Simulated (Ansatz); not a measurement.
# AlNi under changes of volume

One of the cells (11.956 Å³/atom); the others are scaled copies at fixed shape and fractional positions:

```
CELL_PARAMETERS angstrom
2.88100 0.00000 0.00000
0.00000 2.88100 0.00000
0.00000 0.00000 2.88100
ATOMIC_POSITIONS crystal
Ni 0.50000 0.50000 0.50000
Al 0.00000 0.00000 0.00000
```

| Item | Value |
| --- | --- |
| Program | Ansatz 0.2.0 |
| Functional | PBE |
| Potentials or basis | all-electron LAPW, scalar-relativistic |
| Cutoff | 277 eV (chosen from the basis error) |
| Basis error allowed | 0.0005 eV/atom |
| k mesh | 9 × 9 × 9 |
| Occupations | fermi-dirac, width 0.05 eV |
| Spin | collinear spin, ferromagnetic start |
| Starting moments | [1.0, 0.0] μB |

```csv
volume (Å³/atom),energy over the lowest point (meV/atom),pressure (GPa)
11.239,33.87,13.8
11.478,16.71,9.4
11.717,5.74,5.4
11.956,?,?
12.196,0.00,-1.3
12.435,4.15,-4.1
12.674,12.36,-6.7
```

**Question.** What does the run at 11.956 Å³/atom give?

**Answer.** Energy over the lowest point 0.36 meV/atom; pressure 1.9 GPa.

Worked out: A Birch-Murnaghan fit of order 3 (a polynomial in V^(-2/3)) to the other rows has its minimum at 12.09 Å³/atom with B0 = V·E''(V) = 160 GPa and B' = 4.4. It gives 0.36 meV/atom at 11.956 Å³/atom, against the run's 0.36, and -dE/dV = 1.9 GPa, against 1.9.

Energies are extrapolated to zero smearing.

Caveats: the starting moments weren't kept.
